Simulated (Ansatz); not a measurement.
# PbS (Galena) (P1) in Ansatz: convergence with k mesh

Aim: find how far k mesh must go before the results for PbS (Galena) settle, at PBE. This setting moves, with any that are tied to it; all else stays.

All numbers are computed with Ansatz 0.2.0; they aren't measurements. Logs are shortened: lines on timing, memory, paths and dates and some standing lists are left out, and cuts for length are marked.

### 1 The cell of the first run

The typed cell holds 2 atoms: a = 4.194 Å, b = 4.194 Å, c = 4.194 Å, α = 60.00°, β = 60.00°, γ = 60.00°.

The cell isn't the ideal one: atoms moved at random, drawn with an rms of 0.05 Å.

### 2 With k mesh 3 × 3 × 3

Contents of input.yaml:

```yaml
crystal:
  lattice:
    - [0.0, 2.96575, 2.96575]
    - [2.96575, 0.0, 2.96575]
    - [2.96575, 2.96575, 0.0]
  atoms:
    - { symbol: Pb, position: [-0.011512, 0.013861, -0.002276] }
    - { symbol: S, position: [0.493869, 0.505296, 0.497037] }
hamiltonian:
  xc: pbe
  pseudopotentials: { kind: nc, source: spms }
kpoints:
  mp_grid: { grid: [3, 3, 3] }
scf:
  occupations: { method: gaussian, width: 0.05 }
output:
  forces: true
  stress: true
  eigenvalues: true
```

Potentials or basis: SPMS NC.

Run with:

```
> ansatz run input.yaml --threads 2 --pin off --max-ram 5632MiB --backend cpu --events-out ev --progress --plain --runs-dir out
```

It took 0.78 s on 2 threads of Intel Xeon Platinum 8259CL at 2.50GHz (Skylake/Cascade Lake), shared host; peak memory 0.33 GiB.

What came out:

```
Free energy            : -2011.4319 eV
Pressure               : 1.1 GPa
Largest force          : 0.010 eV/Å
Band gap on the k mesh : 2.22 eV, direct
```

### 3 With k mesh 4 × 4 × 4

Changes to input.yaml since step 2:

```diff
@@ -12,3 +12,3 @@
 kpoints:
-  mp_grid: { grid: [3, 3, 3] }
+  mp_grid: { grid: [4, 4, 4] }
 scf:
```

Potentials or basis: SPMS NC.

Run with:

```
> ansatz run input.yaml --threads 2 --pin off --max-ram 5632MiB --backend cpu --events-out ev --progress --plain --runs-dir out
```

Wall time 1.6 s (2 threads of Intel Xeon Platinum 8259CL at 2.50GHz (Skylake/Cascade Lake), shared host); peak memory 0.35 GiB.

What came out:

```yaml
Free_energy: -2011.3045 eV
Pressure: 2.2 GPa
Largest_force: 0.018 eV/Å
Band_gap_on_the_k_mesh: 0.38 eV, direct
```

### 4 With k mesh 5 × 5 × 5

Changes to input.yaml since step 3:

```diff
@@ -12,3 +12,3 @@
 kpoints:
-  mp_grid: { grid: [4, 4, 4] }
+  mp_grid: { grid: [5, 5, 5] }
 scf:
```

Run with:

```
> ansatz run input.yaml --threads 2 --pin off --max-ram 5632MiB --backend cpu --events-out ev --progress --plain --runs-dir out
```

Run time: 2.7 s. Hardware: 2 threads of Intel Xeon Platinum 8259CL at 2.50GHz (Skylake/Cascade Lake), shared host; peak memory 0.38 GiB.

Results:

- Free energy: -2011.3302 eV
- Pressure: 2.0 GPa
- Largest force: 0.017 eV/Å
- Band gap on the k mesh: 1.31 eV, direct

### 5 With k mesh 6 × 6 × 6

Changes to input.yaml since step 4:

```diff
@@ -12,3 +12,3 @@
 kpoints:
-  mp_grid: { grid: [5, 5, 5] }
+  mp_grid: { grid: [6, 6, 6] }
 scf:
```

Run with:

```
> ansatz run input.yaml --threads 2 --pin off --max-ram 5632MiB --backend cpu --events-out ev --progress --plain --runs-dir out
```

Run time: 4.7 s. Hardware: 2 threads of Intel Xeon Platinum 8259CL at 2.50GHz (Skylake/Cascade Lake), shared host; peak memory 0.41 GiB.

Results:

```yaml
Free_energy: -2011.3194 eV
Pressure: 2.1 GPa
Largest_force: 0.012 eV/Å
Band_gap_on_the_k_mesh: 0.38 eV, direct
```

### 6 With k mesh 7 × 7 × 7

Changes to input.yaml since step 5:

```diff
@@ -12,3 +12,3 @@
 kpoints:
-  mp_grid: { grid: [6, 6, 6] }
+  mp_grid: { grid: [7, 7, 7] }
 scf:
```

Potentials or basis: SPMS NC.

Run with:

```
> ansatz run input.yaml --threads 2 --pin off --max-ram 5632MiB --backend cpu --events-out ev --progress --plain --runs-dir out
```

Run time: 7.5 s. Hardware: 2 threads of Intel Xeon Platinum 8259CL at 2.50GHz (Skylake/Cascade Lake), shared host; peak memory 0.46 GiB.

The run converged. Its results:

| Quantity | Value |
| --- | --- |
| Free energy | -2011.3195 eV |
| Pressure | 2.1 GPa |
| Largest force | 0.019 eV/Å |
| Band gap on the k mesh | 0.96 eV, direct |

### 7 With k mesh 9 × 9 × 9

Changes to input.yaml since step 6:

```diff
@@ -12,3 +12,3 @@
 kpoints:
-  mp_grid: { grid: [7, 7, 7] }
+  mp_grid: { grid: [9, 9, 9] }
 scf:
```

Run with:

```
> ansatz run input.yaml --threads 2 --pin off --max-ram 5632MiB --backend cpu --events-out ev --progress --plain --runs-dir out
```

It took 16 s on 2 threads of Intel Xeon Platinum 8259CL at 2.50GHz (Skylake/Cascade Lake), shared host; peak memory 0.56 GiB.

The run converged. Its results:

```
Free energy            : -2011.3178 eV
Pressure               : 2.1 GPa
Largest force          : 0.020 eV/Å
Band gap on the k mesh : 0.78 eV, direct
```

### 8 With k mesh 11 × 11 × 11

Changes to input.yaml since step 7:

```diff
@@ -12,3 +12,3 @@
 kpoints:
-  mp_grid: { grid: [9, 9, 9] }
+  mp_grid: { grid: [11, 11, 11] }
 scf:
```

Run with:

```
> ansatz run input.yaml --threads 2 --pin off --max-ram 5632MiB --backend cpu --events-out ev --progress --plain --runs-dir out
```

Run time: 29 s. Hardware: 2 threads of Intel Xeon Platinum 8259CL at 2.50GHz (Skylake/Cascade Lake), shared host; peak memory 0.77 GiB.

It converged, with:

| Quantity | Value |
| --- | --- |
| Free energy | -2011.3174 eV |
| Pressure | 2.2 GPa |
| Largest force | 0.020 eV/Å |
| Band gap on the k mesh | 0.67 eV, direct |

### 9 With k mesh 13 × 13 × 13

Changes to input.yaml since step 8:

```diff
@@ -12,3 +12,3 @@
 kpoints:
-  mp_grid: { grid: [11, 11, 11] }
+  mp_grid: { grid: [13, 13, 13] }
 scf:
```

Potentials or basis: SPMS NC.

Run with:

```
> ansatz run input.yaml --threads 2 --pin off --max-ram 5632MiB --backend cpu --events-out ev --progress --plain --runs-dir out
```

The log of the run:

```text
Warning: RAYON_NUM_THREADS=2 ignored (pool sized by the plan → 2); use --threads N
Engine: ansatz 0.2.0, x86_64-unknown-linux-gnu
Pseudopotentials: kind: nc
Pseudopotential: Pb, nc, valence charge 14, recommended cutoff 380.959407443832 eV (normal), Pb.nc.azcp
Pseudopotential: S, nc, valence charge 6, recommended cutoff 544.22772491976 eV (normal), S.nc.azcp
Functional definition: PBE
  parameter kappa = 0.804
  parameter beta = 0.06672455060314922
  exchange = pbe_x(kappa = kappa, mu = beta*pi^2/3)
  correlation = pbe_c(beta = beta)
Crystal: 2 atoms, lattice volume = 52.172 Å³
Basis set: ecut = 544.22772491976 eV, 1459 PW (Γ), exchange–correlation on 64×64×64 points (8 copies of the dense FFT grid, shifted against one another)
Bands: 14, of which v1, the nominal top of the filled ones, is band 10 counted from 1 (9 counted from 0)
Symmetry: 1 space group operations
Space group: P1 (ITA 1), of the structure as read, at distance tolerance 3.7e-5 Å
k-points: 1099 of 2197 (time reversal used)
Non-local potential: Pb, projectors of the file, l = 0: 2, l = 1: 2, l = 2: 2
Non-local potential: S, projectors of the file, l = 0: 2, l = 1: 2, l = 2: 2
Initial density: superposition of atomic densities (chi_scale 0.1, normalization cell, long waves kept (reshape's long-wave potential 0.00 eV rms))
Initial wavefunctions: pseudopotential atomic-orbital guess
Functional: x = pbe(κ = 0.804, μ = 0.2195149727645171), c = pbe(β = 0.06672455060314922)
SCF iter   1: F=—  HF=-2011.596605 eV  |F-HF|=—  |Δ(HF+E_count)|=         —  Δρ=3.07e-2  dr2=1.08e0  ethr=3.10e-3  ⟨swp⟩=6.6  Hψ=99761  notcnv=0
preconditioner: auto → none  [insulator: Δε(μ)=0.924 eV  Ē_g=15.328 eV  σ=0.050 eV  W_gap=1.00  n_scr=14 (ndim 8)  ℏωp=23.0 eV  f_vac=0.000  D(μ)=0.00/eV (n_scr^D=0)  ε∞_Penn≈3.2]
SCF iter   2: F=—  HF=-2011.352764 eV  |F-HF|=—  |Δ(HF+E_count)|=   2.44e-1  Δρ=1.59e-2  dr2=1.62e-1  ethr=3.10e-3  ⟨swp⟩=3.0  Hψ=37261  notcnv=0
SCF iter   3: F=—  HF=-2011.314769 eV  |F-HF|=—  |Δ(HF+E_count)|=   3.80e-2  Δρ=5.70e-3  dr2=1.46e-2  ethr=8.11e-4  ⟨swp⟩=2.4  Hψ=29959  notcnv=0
SCF iter   4: F=—  HF=-2011.317151 eV  |F-HF|=—  |Δ(HF+E_count)|=   2.38e-3  Δρ=7.35e-4  dr2=2.85e-4  ethr=7.32e-5  ⟨swp⟩=2.2  Hψ=24258  notcnv=0
SCF iter   5: F=—  HF=-2011.317221 eV  |F-HF|=—  |Δ(HF+E_count)|=   7.00e-5  Δρ=2.21e-4  dr2=1.75e-5  ethr=1.43e-6  ⟨swp⟩=2.2  Hψ=26116  notcnv=0
SCF iter   6: F=—  HF=-2011.317224 eV  |F-HF|=—  |Δ(HF+E_count)|=   2.83e-6  Δρ=8.81e-5  dr2=6.82e-6  ethr=8.74e-8  ⟨swp⟩=2.0  Hψ=26371  notcnv=0
SCF iter   7: F=—  HF=-2011.317223 eV  |F-HF|=—  |Δ(HF+E_count)|=   1.37e-6  Δρ=3.43e-5  dr2=7.44e-7  ethr=3.41e-8  ⟨swp⟩=2.4  Hψ=25985  notcnv=0
SCF iter   8: F=-2011.317222 eV  HF=-2011.317222 eV  |F-HF|=2.98e-9  |Δ(HF+E_count)|=   2.08e-7  Δρ=6.43e-6  dr2=1.29e-8  ethr=5.00e-10  ⟨swp⟩=7.6  Hψ=94153  notcnv=0
SCF 1 converged in 8 iterations: F = -2011.317222 eV  dr2 = 1.29e-8
SCF converged after 8 iterations
Free energy (F): -2011.317222 eV
Harris-Foulkes:  -2011.317222 eV  (|F-HF|=2.98e-9)
Internal energy: -2011.317222 eV  (E = F + TS)
E sigma→0 (E₀):  -2011.317222 eV
Fermi energy:    9.702863 eV
--- Per-component energies (eV) ---
  E_band       = -33.900158
  E_kinetic    = 797.417093
  E_local      = -942.714765  (includes V_loc(G=0)·N_el)
  E_nonlocal   = -150.032366
  E_hartree    = 309.356894
  E_xc         = -512.037974
  E_vxc        = -357.281584  (∫ρ·V_xc dr)
  E_ewald      = -1513.306105
  E_smearing   = -0.000000  (= −TS)
  E_closure    = -0.000000  (closes the sum)
  Σ components = -2011.317222   (vs F -2011.317222, Δ=0.00e0)
--- Forces (eV/Å), atoms counted from 1 ---
  atom   1  Pb    -0.01735427     0.00876318    -0.00593888
  atom   2  S      0.01735523    -0.00876358     0.00593912
  max |Σ_I F_I| component: 9.54e-7 eV/Å
--- Stress (GPa, compression-positive) ---
        2.179047      -0.003829       0.002597
       -0.003829       2.155188      -0.001318
        0.002597      -0.001318       2.150725
  P = ⅓ Tr σ = 2.1617 GPa (21.617 kbar)
--- Band table (eV; the first three rows and the last of 1099) ---
  k-point 0: bands = ["-7.3176", "-7.3174", "-7.3174", "-7.2917", "-7.2917", "-4.0854", "3.4814", "7.3457", "7.3474", "7.3486", "14.7091", "14.7131", "14.7203", "16.2250"]
  k-point 1: bands = ["-7.3171", "-7.3159", "-7.3157", "-7.2925", "-7.2925", "-4.0344", "3.2981", "7.3629", "7.3633", "7.4859", "14.1273", "14.3642", "14.3718", "16.2247"]
  k-point 2: bands = ["-7.3164", "-7.3131", "-7.3129", "-7.2930", "-7.2929", "-3.8852", "2.8287", "7.4090", "7.4093", "7.8262", "13.0956", "13.6500", "13.6546", "16.1891"]
  k-point 1098: bands = ["-7.3326", "-7.3253", "-7.3125", "-7.2696", "-7.2664", "-2.8130", "0.7262", "7.3103", "7.6488", "9.1034", "10.2225", "11.6105", "12.0505", "17.9834"]
```

Run time: 48 s. Hardware: 2 threads of Intel Xeon Platinum 8259CL at 2.50GHz (Skylake/Cascade Lake), shared host; peak memory 1.1 GiB.

Results:

| Item | Value |
| --- | --- |
| Free energy | -2011.3172 eV |
| Pressure | 2.2 GPa |
| Largest force | 0.020 eV/Å |
| Band gap on the k mesh | 0.60 eV, direct |

### 10 Summary

```csv
k mesh,"energy less the tightest run, at zero smearing (meV/atom)",pressure (GPa),largest force (eV/Å),gap on the mesh (eV),SCF cycles,CPU time (s),peak memory (GiB)
3 × 3 × 3,-57.36,1.12,0.010,2.221,8,1.4,0.33
4 × 4 × 4,6.34,2.24,0.018,0.377,8,3,0.35
5 × 5 × 5,-6.49,1.97,0.017,1.308,8,5.3,0.38
6 × 6 × 6,-1.09,2.13,0.012,0.378,8,9.2,0.41
7 × 7 × 7,-1.12,2.11,0.019,0.960,8,15,0.46
9 × 9 × 9,-0.28,2.14,0.020,0.780,8,32,0.56
11 × 11 × 11,-0.07,2.16,0.020,0.672,8,58,0.77
13 × 13 × 13,0.00,2.16,0.020,0.603,8,96,1.1
```

Against the tightest run, the energy stays within 1 meV/atom from 9 × 9 × 9 on; the pressure stays within 0.1 GPa from 6 × 6 × 6 on; the largest force stays within 0.005 eV/Å from 7 × 7 × 7 on. Not settled before the last step: the gap on the mesh (to 0.01 eV). Meshes of other sizes hit other points, so gaps and Fermi surfaces needn't settle smoothly. The tightest run that finished is the yardstick and may itself not be fully converged.

Caveats: odd divisions of the mesh miss points on the zone boundary, where band edges often lie, so the gap on the mesh can be too wide; spin-orbit coupling is left out, which as a rule narrows the gap of such compounds by several tenths of an eV.
